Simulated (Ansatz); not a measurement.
The system is CoO.

```
Co O
1.0
    -1.50800    1.50800    2.10725
     1.50800   -1.50800    2.10725
     1.50800    1.50800   -2.10725
Co O
1 1
Direct
  0.00000 0.00000 0.00000
  0.50000 0.50000 0.00000
```

Base run:

| Quantity | Value |
| --- | --- |
| Program | Ansatz 0.2.0 |
| Functional | LDA |
| Potentials or basis | Ansatz PAW |
| Cutoff | 420 eV |
| Density cutoff | 1680 eV |
| k mesh | 9 × 9 × 9 |
| Occupations | gaussian, width 0.05 eV |
| Spin | collinear spin, random start |
| Starting moments | [-1.42, 0.0] μB |
| Hubbard terms | Co d U = 7 eV |

Its results: band gap on the k mesh 1.81 eV, indirect (least direct gap 3.32 eV); pressure -2.1 GPa; net moment -3.00 μB per cell; site moments Co -2.63; O -0.18 μB.

Q: The run is repeated on the same cell with these changes: hubbard terms from Co d U = 7 eV to Co d U = 3 eV; moments at the start from [-1.42, 0.0] to [0.63, 0.0]. What comes out?

A: Band gap on the k mesh 0.55 eV, indirect (least direct gap 1.41 eV); pressure -7.7 GPa; net moment 3.00 μB per cell; site moments Co +2.55; O +0.27 μB.

Caveats: the magnetic or orbital state may not be the lowest; odd divisions of the mesh miss points on the zone boundary, where band edges often lie, so the gap on the mesh can be too wide; a cell with one magnetic atom can't hold antiferromagnetic order, which such compounds often take; the PAW data sets come from PBE, with cores solved anew for the run's functional, which leaves a small shift of forces and pressure.

A k mesh can miss the band edges.

Not every run made on this cell is shown here.
